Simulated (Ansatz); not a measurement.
Values for one crystal, relaxed and computed with DFT-r²SCAN in the program Ansatz with PAW potentials; other levels are named.

```yaml
volume_per_atom: 20.45 Å³
band_gap: 6.68 eV (direct)
Pressure derivative B′: 4.3
Highest zone-centre frequency (without LO–TO term): 375 cm^-1
hole_effective_mass: 0.57, 4.3, 4.3 mₑ (principal values)
mechanical_stability: stable (all eigenvalues of C positive)
Electronic dielectric constant ε∞ (DFPT): 2.38 (xx = yy), 2.41 (zz)
```

Q: Pick the material that matches.
(A) LiCl, wurtzite
(B) Li2O, anti-fluorite
(C) MgS, wurtzite
(D) BeTe, wurtzite

A: A, LiCl, wurtzite

Space group P6_3mc (wurtzite). The workflow started from a Materials Project entry (that database holds measured and hypothetical structures alike); the Crystallography Open Database copy checked does not list it. It is not the phase usual at ambient conditions (space group No. 225). The r²SCAN relaxation kept the symmetry of its start; of distortions, only those at the zone centre were tested.

Potentials: the later of the program's two PAW sets.
